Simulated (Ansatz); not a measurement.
Equation of state of TiNi under PBEsol

```xyz
2
Lattice="2.9881 0.0000 0.0000 0.0000 2.9881 0.0000 0.0000 0.0000 2.9881" Properties=species:S:1:pos:R:3 pbc="T T T"
Ni    0.0000    0.0000    0.0000
Ti    1.4940    1.4940    1.4940
```

The cell comes from a database or a generator and needn't be the stable form of this composition.

The cell was scaled at fixed shape and fractions and run with Ansatz, PseudoDojo standard, cutoff 1333 eV; PBEsol, k mesh 9 × 9 × 9 on the cell of 2 atoms, fermi-dirac occupations of 0.05 eV, collinear spin, ferromagnetic start, no spin-orbit coupling. The potentials were made for PBE. Energies are those that the program minimises, any entropy of the smearing included. For a metal such a mesh isn't converged to the digits shown. The magnetic state is the one that the start led to, which needn't be the lowest.

| V (Å³/atom) | energy over the lowest row (meV/atom) |
| --- | --- |
| 12.5392 | 14.16 |
| 12.8060 | 3.73 |
| 13.0727 | 0.00 |
| 13.3395 | ? |
| 13.6063 | 10.00 |
| 13.8731 | 22.58 |
| 14.1399 | 39.53 |

**Question.** Fit the third-order Birch-Murnaghan form, give V0, B0 and B′, and predict the energy left open.

**Answer.** With y = (V0/V)^(2/3), E = E0 + (9 V0 B0/16) [(y - 1)³ B′ + (y - 1)² (6 - 4y)]. Least squares through the rows shown give V0 = 13.0999 Å³/atom, E0 = -0.03 meV, B0 = 175.5 GPa (1 eV/Å³ = 160.218 GPa) and B′ = 4.24, with a largest miss of 0.01 meV. At V = 13.3395 the form with these constants gives 2.30 meV; the run gave 2.29 meV an atom. Other set-ups at this level, from all their volumes (Å³/atom, GPa): Ansatz, Ansatz PAW (made for PBE): V0 13.100, B0 175.7; Ansatz, JTH PAW (made for PBE): V0 13.145, B0 174.7; Ansatz, PseudoDojo stringent (made for PBE): V0 13.101, B0 175.6; Ansatz, Ansatz PAW (files of its older set among them) (made for PBE): V0 13.097, B0 175.8.
